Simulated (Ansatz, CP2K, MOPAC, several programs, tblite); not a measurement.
Energy against volume for a 6-atom cell of MgF2 started from a crystallographic database, at fixed shape and fractional coordinates, computed by several methods (PBE and r2SCAN, where shown, with plane waves in Ansatz); the cell shown is that of r2SCAN. With free coordinates or axes held, a curve is too stiff, and on another method's shape its minimum isn't the method's own volume. Space group P4_2/mnm (No. 136), tetragonal; conventional cell a = 4.622 Å, c = 3.046 Å, 10.85 Å³ an atom. Around Mg lie 6 F at 1.98–1.99 Å; around F lie 3 Mg at 1.98–1.99 Å. No spin polarisation and no zero-point or thermal motion. Energies count from each curve's lowest point; fits are third-order Birch-Murnaghan.

```cif
data_structure
_symmetry_space_group_name_H-M 'P4_2/mnm'
_symmetry_Int_Tables_number 136
_cell_length_a 4.6220
_cell_length_b 4.6220
_cell_length_c 3.0461
_cell_angle_alpha 90.000
_cell_angle_beta 90.000
_cell_angle_gamma 90.000
_cell_volume 65.07
loop_
_atom_site_label
_atom_site_type_symbol
_atom_site_symmetry_multiplicity
_atom_site_Wyckoff_symbol
_atom_site_fract_x
_atom_site_fract_y
_atom_site_fract_z
_atom_site_occupancy
Mg1 Mg 2 a 0.00000 0.00000 0.00000 1
F1 F 4 f 0.30295 0.30295 0.00000 1
```

PM7 (MOPAC), on the shape of the cell shown, as a cluster of 72 atoms at the zone centre:
```
V (Å³/atom)  E (meV/atom)
      9.544         18.05
     10.195          0.00
     10.846         25.42
     11.496         83.84
     12.147        163.79
```
V₀ = 10.10 Å³ an atom and B₀ = 176 GPa.

PBE/SZV (CP2K), on the shape of the cell shown:

| V (Å³/atom) | E (meV/atom) |
| --- | --- |
| 9.544 | 182.48 |
| 10.195 | 87.93 |
| 10.846 | 31.27 |
| 11.496 | 5.07 |
| 12.147 | 0.00 |

The lowest point is an end point, so the minimum isn't bracketed.

PBE, on the shape of its own relaxed cell:
```
V (Å³/atom)  E (meV/atom)
     10.693         13.53
     11.035          3.28
     11.376          0.00
     11.717          2.84
     12.059         10.85
```
V₀ = 11.38 Å³ an atom and B₀ = 94 GPa.

r2SCAN, on the shape of its own relaxed cell:
```
V (Å³/atom)  E (meV/atom)
     10.195         14.58
     10.520          3.45
     10.846          0.00
     11.171          3.10
     11.496         11.80
```
V₀ = 10.85 Å³ an atom and B₀ = 107 GPa.

GFN2-xTB (tblite), on the shape of the cell shown, as a cluster of 72 atoms at the zone centre:

| V (Å³/atom) | E (meV/atom) |
| --- | --- |
| 9.544 | 0.00 |
| 10.195 | 33.38 |
| 10.846 | 95.64 |
| 11.496 | 155.86 |
| 12.147 | 213.63 |

The lowest point is an end point, so the minimum isn't bracketed.
